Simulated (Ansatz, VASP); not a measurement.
## One calculation of Pt, two programs

```
Pt
1.0
     2.87650   -1.71544    0.00000
     2.87650    1.71544    0.00000
    -1.60667    0.00000    7.44755
Pt
4
Cartesian
  0.1299 0.0000 0.7418
  4.0164 0.0000 6.7058
  1.9413 0.0000 4.4685
  2.2051 0.0000 2.9790
```

Alike in both runs: task single point; functional PBE; k mesh 6 × 6 × 4; occupations gaussian, width 0.1 eV; no spin polarisation.

```csv
,VASP,Ansatz
version,VASP 6.6.1,Ansatz 0.2.0
potentials or method,"VASP PAW PBE potentials, release 64 (Pt)","scalar-relativistic, plane waves, PAW"
plane-wave cutoff (eV),520,420
valence electrons in the cell,40,72
```

Ansatz gave:

| Quantity | Value |
| --- | --- |
| gap on the k mesh at the Fermi level (eV) | none |
| rms of the force components (eV/Å) | 90.866 |

Which values does VASP return?

gap on the k mesh at the Fermi level (eV): none; rms of the force components (eV/Å): 40.084.

Atom by atom the forces differ by 50.788 eV/Å (rms over components). A gap of «none» marks a metal or a gap that the smearing closes. The two sets of potentials don't hold the same shells in valence.

Caveats: forces of over 1 eV/Å show positions far from the minimum, so gaps and moduli don't describe the material at rest. Spin-orbit coupling is left out, which matters for the levels of Pt.
